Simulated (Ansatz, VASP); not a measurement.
# InGaP2 (random alloy of the zinc-blende GaP-InP line, x = 0.5) in two plane-wave programs, part 2 of 2

Aim: how closely do two programs agree when they are given the same cell, functional and k mesh? Of the first pair: The structure shown is the start of the Ansatz relaxation below; VASP solves that cell, so the two are compared at the walk's first step.

VASP 6.6.1 and Ansatz 0.2.0.

So far: Set-up; Ansatz: relaxation, PBE.

### 3. VASP: single point, PBE, start cell, pair 1

Level of this step: PBE; plane waves and PAW (In_d, P, Ga_d) (VASP).

The same cell, functional, mesh and smearing now go to VASP, with its own data sets.

Lines of VASP's logs that name or quote its potential files are left out, and so is its time.

Contents of INCAR:

```
SYSTEM = InGaP2
PREC = Accurate
ENCUT = 400
EDIFF = 1E-06
NELM = 120
ISMEAR = -1
SIGMA = 0.025
LREAL = Auto
ALGO = Normal
GGA = PE
NBANDS = 336
LORBIT = 11
LWAVE = .FALSE.
LCHARG = .FALSE.
ISIF = 2
LASPH = .TRUE.
GGA_COMPAT = .FALSE.
EFERMI = MIDGAP
NCORE = 2
```

Contents of POSCAR:

```
InGaP2
1.0
   11.4700000000      0.0000000000      0.0000000000
    0.0000000000     11.4700000000      0.0000000000
    0.0000000000      0.0000000000     11.4700000000
In P Ga
16 32 16
Direct
    0.0028334786      0.9989276373      0.9990758500
    0.0015693112      0.9988142982      0.4997907585
    0.2486835222      0.5021795990      0.2508892764
    0.2519703575      0.7526503923      0.0038099390
    0.0004010462      0.7513339146      0.7496076722
    0.5006974717      0.2510374891      0.2480906713
    0.7495379250      0.0000610288      0.2476111595
    0.7506102877      0.2477070619      0.9999302528
    0.5028421970      0.2505928509      0.7479075850
    0.7478639930      0.0009590235      0.7513775065
    0.5009241500      0.5002441151      0.0001394943
    0.4994594595      0.7457541412      0.2518134263
    0.7504272014      0.7494768963      0.0008631212
    0.5038186574      0.4966870096      0.4988666085
    0.5000784656      0.7496076722      0.7523190933
    0.7509764603      0.7504184830      0.5004882302
    0.1231299041      0.1265126417      0.1209938971
    0.1245684394      0.3775501308      0.3714123801
    0.3730775937      0.1246992153      0.3734699215
    0.3770008718      0.3765736704      0.1258761988
    0.1233740192      0.1245335658      0.6259197908
    0.1235309503      0.3738273758      0.8749782040
    0.3762859634      0.1246730602      0.8734524847
    0.3738884045      0.3753269398      0.6286573670
    0.1243940715      0.6230078466      0.1243940715
    0.1266172624      0.8755013078      0.3765387969
    0.3744812554      0.6258500436      0.3748735833
    0.3725632084      0.8724760244      0.1241238012
    0.1214734089      0.6244725371      0.6264428945
    0.1246469050      0.8753269398      0.8757105493
    0.3756582389      0.6252136007      0.8769659983
    0.3738884045      0.8757367044      0.6251264167
    0.6262162162      0.1242197036      0.1271403662
    0.6253007847      0.3762859634      0.3733391456
    0.8755536181      0.1264777681      0.3734960767
    0.8721795990      0.3769572799      0.1257105493
    0.6284306888      0.1217611160      0.6271578030
    0.6265126417      0.3746817786      0.8739494333
    0.8739058413      0.1259110724      0.8729991282
    0.8748212729      0.3765213601      0.6263121186
    0.6260767219      0.6254141238      0.1261900610
    0.6288142982      0.8757715780      0.3748299913
    0.8730427201      0.6240976460      0.3732606800
    0.8746992153      0.8767218832      0.1253705318
    0.6265736704      0.6294071491      0.6245684394
    0.6244986922      0.8761900610      0.8744376635
    0.8772537053      0.6248125545      0.8739232781
    0.8748735833      0.8770183086      0.6256408021
    0.0030427201      0.2486660854      0.2505579773
    0.2494420227      0.9993286835      0.2519790759
    0.2500697472      0.2510200523      0.9980819529
    0.9987881430      0.2493112467      0.7487968614
    0.2480470793      0.0004097646      0.7528857890
    0.2487009590      0.2529468178      0.5000871840
    0.0002092415      0.5010810811      0.0005231037
    0.9996425458      0.7510200523      0.2514559721
    0.0002789887      0.5015257193      0.5005492589
    0.2503487358      0.5002092415      0.7488317350
    0.2520924150      0.7503225806      0.4993461203
    0.4993984307      0.0000784656      0.9989189189
    0.4999564080      0.9986486486      0.5022231909
    0.7514036617      0.2500784656      0.4996687010
    0.7497558849      0.4997907585      0.2500261552
    0.7477768091      0.5005492589      0.7508805580
```

Contents of KPOINTS:

```
Automatic mesh
0
Gamma
1 1 1
0 0 0
```

The projector-augmented-wave data sets are In_d, P and Ga_d (PBE family, release 64).

Started as:

```bash
mpirun -np 8 vasp_gam
```

Numbers of over 12 decimals in the logs are rounded to 6 here.

What it wrote:

```text
[banner, memory and clock lines left out]
running    8 mpi-ranks, on    1 nodes
[...]
LDA part: xc-table for (Slater+PW92), standard interpolation
 POSCAR, INCAR and KPOINTS ok, starting setup
[...]
entering main loop
       N       E                     dE             d eps       ncg     rms          rms(c)
DAV:   1     0.915910185781E+04    0.91591E+04   -0.20553E+05   704   0.223E+03
DAV:   2     0.222772320452E+04   -0.69314E+04   -0.67138E+04   672   0.664E+02
DAV:   3     0.100389812932E+03   -0.21273E+04   -0.19979E+04   800   0.278E+02
DAV:   4    -0.245976780312E+03   -0.34637E+03   -0.32131E+03   776   0.105E+02
[...]
DAV:  21    -0.271267250672E+03    0.15139E-05   -0.22736E-06   504   0.102E-02    0.348E-02
DAV:  22    -0.271267248989E+03    0.16825E-05   -0.40793E-06   616   0.143E-02    0.245E-02
DAV:  23    -0.271267249369E+03   -0.37995E-06   -0.11766E-06   400   0.576E-03
   1 F= -.27126725E+03 E0= -.27126725E+03  d E =-.510899E-06
```

From OUTCAR (step 3):

```text
  Total       10.5056354     10.8143431     10.5191823      0.5114307      0.9234543     -1.1617396
  in kB       11.1543085     11.4820774     11.1686919      0.5430092      0.9804732     -1.2334715
  external PRESSURE =      11.2683593 kB  Pullay stress =       0.0000000 kB

 POSITION                                       TOTAL-FORCE (eV/Angst)
 -----------------------------------------------------------------------------------
      0.03250     11.45770     11.45940        -0.526384      0.227361     -0.115102
      0.01800     11.45640      5.73260        -0.286056      0.287518     -0.008836
      2.85240      5.76000      2.87770         0.214137     -0.108316     -0.224818
      2.89010      8.63290      0.04370        -0.616561     -0.542955     -0.612251
      0.00460      8.61780      8.59800        -0.139828      0.118080      0.019324
      5.74300      2.87940      2.84560        -0.148242     -0.254541      0.197755
      8.59720      0.00070      2.84010         0.223227      0.086694      0.399457
      8.60950      2.84120     11.46920         0.025898      0.257807      0.033770
      5.76760      2.87430      8.57850        -0.094918     -0.160818      0.076909
      8.57800      0.01100      8.61830         0.514121     -0.289687      0.075633
      5.74560      5.73780      0.00160         0.156418     -0.104781     -0.086576
      5.72880      8.55380      2.88830         0.200542      0.732446     -0.051157
      8.60740      8.59650      0.00990         0.132413      0.008491     -0.135981
      5.77880      5.69700      5.72200        -0.450704      0.476540      0.458031
[...]
-----------------------------------------------------------------------------------
    total drift:                               -0.006356      0.010296     -0.002920

  FREE ENERGIE OF THE ION-ELECTRON SYSTEM (eV)
  ---------------------------------------------------
  free  energy   TOTEN  =      -271.2672493689 eV

  energy  without entropy=     -271.2672488580  energy(sigma->0) =     -271.26724911

[... 2 further parts left out ...]
```

The run ends at a pressure of 1.13 GPa, with forces up to 2.2 eV/Å.

### 4. Differences

Known differences besides the potentials themselves: the cutoff is 420 eV in Ansatz and 400 eV in VASP (PREC = Accurate, projectors in real space). Total energies have different zeros and are not compared.

Forces on 8 of the 64 atoms, those with the largest forces and the largest differences (eV/Å; atoms numbered as in POSCAR):

| atom | Ansatz x, y, z | VASP x, y, z |
| --- | --- | --- |
| In4 | -0.624, -0.550, -0.620 | -0.617, -0.543, -0.612 |
| P17 | 1.115, 0.731, 1.168 | 1.108, 0.725, 1.161 |
| P18 | -0.806, -0.989, 1.231 | -0.800, -0.983, 1.224 |
| P28 | 0.756, 1.991, 0.687 | 0.749, 1.978, 0.680 |
| P29 | 1.241, -0.683, -1.009 | 1.236, -0.679, -1.004 |
| P33 | -1.041, -0.613, -1.172 | -1.035, -0.610, -1.165 |
| P34 | 1.663, -0.367, -0.031 | 1.652, -0.363, -0.030 |
| P37 | -0.526, 0.533, -2.046 | -0.523, 0.529, -2.034 |

The forces differ by 3.7 meV/Å r.m.s., which is 0.6 % of the r.m.s. force of 0.601 eV/Å (both taken over all components). VASP's last cycles still show a density residual of 2e-03, so its state may not be settled.

### 5. Ansatz: relaxation, PBE

This run makes the geometry at which the two programs are then compared.

The structure compared here is the end of the Ansatz relaxation.

This is the run of step 2 again, met here at its other cell.

### 6. VASP: single point, PBE, relaxed cell, pair 2

The same cell, functional, mesh and smearing now go to VASP, with its own data sets.

INCAR, as its differences from that of step 3:

```diff
@@ -2,3 +2,3 @@
 PREC = Accurate
-ENCUT = 400
+ENCUT = 500
 EDIFF = 1E-06
```

Contents of POSCAR:

```
InGaP2
1.0
   11.4751190000      0.0014940000     -0.0010950000
    0.0014940000     11.4768430000     -0.0006330000
   -0.0010950000     -0.0006330000     11.4649210000
In P Ga
16 32 16
Direct
    0.0065600000      0.0045900000      0.0025500000
    0.0063100000      0.0038600000      0.4979700000
    0.2420500000      0.4981800000      0.2521600000
    0.2482100000      0.7526800000      0.9990500000
    0.0043800000      0.7431600000      0.7475500000
    0.4979000000      0.2466200000      0.2521200000
    0.7497200000      0.0026100000      0.2522700000
    0.7553100000      0.2541500000      0.0000300000
    0.4958600000      0.2482700000      0.7474600000
    0.7464200000      0.0052300000      0.7477700000
    0.5004400000      0.4979200000      0.9973700000
    0.4983100000      0.7543500000      0.2523000000
    0.7520200000      0.7457000000      0.0027200000
    0.5011600000      0.4977800000      0.5025200000
    0.4952000000      0.7522900000      0.7477100000
    0.7526400000      0.7458900000      0.4981900000
    0.1308300000      0.1343600000      0.1358300000
    0.1193500000      0.3666800000      0.3845800000
    0.3646700000      0.1217600000      0.3836600000
    0.3668600000      0.3687900000      0.1191300000
    0.1305300000      0.1330500000      0.6332400000
    0.1241800000      0.3747300000      0.8762500000
    0.3669600000      0.1208300000      0.8806600000
    0.3601800000      0.3735300000      0.6237600000
    0.1124000000      0.6247700000      0.1217000000
    0.1307100000      0.8681800000      0.3670200000
    0.3683700000      0.6302100000      0.3813500000
    0.3726000000      0.8890200000      0.1261200000
    0.1311400000      0.6168700000      0.6151200000
    0.1313500000      0.8829900000      0.8648300000
    0.3649300000      0.6169600000      0.8665400000
    0.3660400000      0.8836700000      0.6184300000
    0.6192700000      0.1201400000      0.1155000000
    0.6387200000      0.3753300000      0.3734300000
    0.8774900000      0.1393100000      0.3741300000
    0.8853900000      0.3795000000      0.1322400000
    0.6230600000      0.1287400000      0.6078000000
    0.6326300000      0.3793000000      0.8649800000
    0.8845700000      0.1334100000      0.8672200000
    0.8785100000      0.3746400000      0.6242700000
    0.6307600000      0.6157600000      0.1364200000
    0.6177900000      0.8833000000      0.3854700000
    0.8855600000      0.6176200000      0.3710800000
    0.8840400000      0.8695700000      0.1333300000
    0.6337800000      0.6180400000      0.6342500000
    0.6165700000      0.8817500000      0.8835700000
    0.8775600000      0.6098300000      0.8749000000
    0.8772300000      0.8754500000      0.6247000000
    0.0029600000      0.2544500000      0.2538400000
    0.2492200000      0.0028900000      0.2530400000
    0.2458400000      0.2485800000      0.9996500000
    0.0041800000      0.2560600000      0.7489200000
    0.2510900000      0.0053700000      0.7481300000
    0.2450000000      0.2481400000      0.5039500000
    0.0004700000      0.4956800000      0.0001700000
    0.0027900000      0.7452900000      0.2509900000
    0.0015400000      0.4953900000      0.5000200000
    0.2432200000      0.4954600000      0.7469100000
    0.2481700000      0.7521100000      0.4986200000
    0.4927000000      0.0028800000      0.0001300000
    0.4924100000      0.0037400000      0.4999900000
    0.7549100000      0.2546900000      0.4983600000
    0.7602300000      0.4976500000      0.2527800000
    0.7577300000      0.4952200000      0.7479300000
```

KPOINTS is that of step 3.

Started as:

```bash
mpirun -np 8 vasp_gam
```

What it wrote:

```text
[... set-up lines as in an earlier step ...]
 entering main loop
       N       E                     dE             d eps       ncg     rms          rms(c)
DAV:   1     0.102317738608E+05    0.10232E+05   -0.23236E+05   704   0.257E+03
DAV:   2     0.255586367278E+04   -0.76759E+04   -0.74216E+04   672   0.767E+02
DAV:   3     0.179104676367E+03   -0.23768E+04   -0.22580E+04   776   0.307E+02
DAV:   4    -0.238039223498E+03   -0.41714E+03   -0.38557E+03   800   0.118E+02
[...]
DAV:  17    -0.275001298076E+03    0.31394E-05   -0.19862E-05   856   0.594E-02    0.127E-02
DAV:  18    -0.275001299039E+03   -0.96275E-06   -0.11362E-05   784   0.221E-02    0.133E-02
DAV:  19    -0.275001299772E+03   -0.73351E-06   -0.80397E-06   528   0.161E-02
   1 F= -.27500130E+03 E0= -.27500130E+03  d E =-.373114E-06
```

Parts of OUTCAR (step 6):

```text
  Total       -0.2924992     -0.3421990     -0.3374514      0.0603933     -0.0048075      0.0507080
  in kB       -0.3103735     -0.3631103     -0.3580726      0.0640838     -0.0051013      0.0538067
  external PRESSURE =      -0.3438521 kB  Pullay stress =       0.0000000 kB

 POSITION                                       TOTAL-FORCE (eV/Angst)
 -----------------------------------------------------------------------------------
      0.07528      0.05269      0.02923         0.009042      0.000350     -0.003181
      0.07187      0.04399      5.70918         0.004726      0.004881      0.005115
      2.77802      5.71774      2.89041        -0.006288     -0.002656      0.006390
      2.84827      8.63813     11.45328        -0.013267      0.007865     -0.007245
      0.05055      8.52866      8.57013        -0.002332     -0.006609      0.006253
      5.71355      2.83100      2.88983        -0.003047     -0.005787      0.001851
      8.60285      0.03091      2.89143         0.000902      0.013663      0.013419
      8.66765      2.91797     -0.00064        -0.000597      0.003029      0.002157
      5.68960      2.84962      8.56887        -0.008537      0.005424     -0.002110
      8.56445      0.06067      8.57230         0.007924     -0.003332     -0.000928
      5.74226      5.71467     11.43391         0.003525     -0.010543     -0.012682
      5.71902      8.65814      2.89158        -0.006137      0.006098      0.004880
      8.63063      8.55940      0.02989         0.001951     -0.007879      0.006198
      5.75106      5.71337      5.76049        -0.003500     -0.004500      0.008658
[...]
-----------------------------------------------------------------------------------
    total drift:                               -0.006503     -0.015432     -0.001370

  FREE ENERGIE OF THE ION-ELECTRON SYSTEM (eV)
  ---------------------------------------------------
  free  energy   TOTEN  =      -275.0012997725 eV

  energy  without entropy=     -275.0012993993  energy(sigma->0) =     -275.00129959

[... 1 part as in an earlier step ...]

[... 1 further part left out ...]
```

The run ends at a pressure of -0.03 GPa, with forces up to 0.019 eV/Å.

### 7. Comparison

What differs besides the data sets and the points named for the pairs above, as far as they apply: the cutoff is 420 eV in Ansatz and 500 eV in VASP (PREC = Accurate, projectors in real space). Total energies have different zeros and are not compared.

The two programs side by side:

| quantity | Ansatz | VASP | difference |
| --- | --- | --- | --- |
| pressure (GPa) | 0.00 | -0.03 | +0.04 |
| gap on the k mesh (eV) | 0.790 | 0.786 | +0.005 |

The largest component of a force difference here is 11 meV/Å. A gap on the mesh is an upper bound, since the band edges may lie between its points.

### 8. Summary of results

```json
{
  "r.m.s. force difference (single point, PBE, start cell, pair 1)": "0.61 % of the r.m.s. force",
  "difference in gap on the k mesh (single point, PBE, relaxed cell, pair 2)": "0.0049 eV"
}
```

The r.m.s. force difference is 0.61 % of the r.m.s. force (single point, PBE, start cell, pair 1), within the 3 % picked in this series as the mark of a large difference. How closely two codes agree says nothing of how well the functional describes the real material.

[Lines on the potential files, build, host, timing and source positions are cut from VASP's logs without a mark.]

[Logs are printed without paths, hosts, clocks, repeated set-up lines and the standing remarks that a program may print on its own settings, such as how far it seeks lower states.]

[Hosts, paths, dates, database ids (printed as entryN), source tags and the programs' standing remarks are cut or masked in the printed files.]
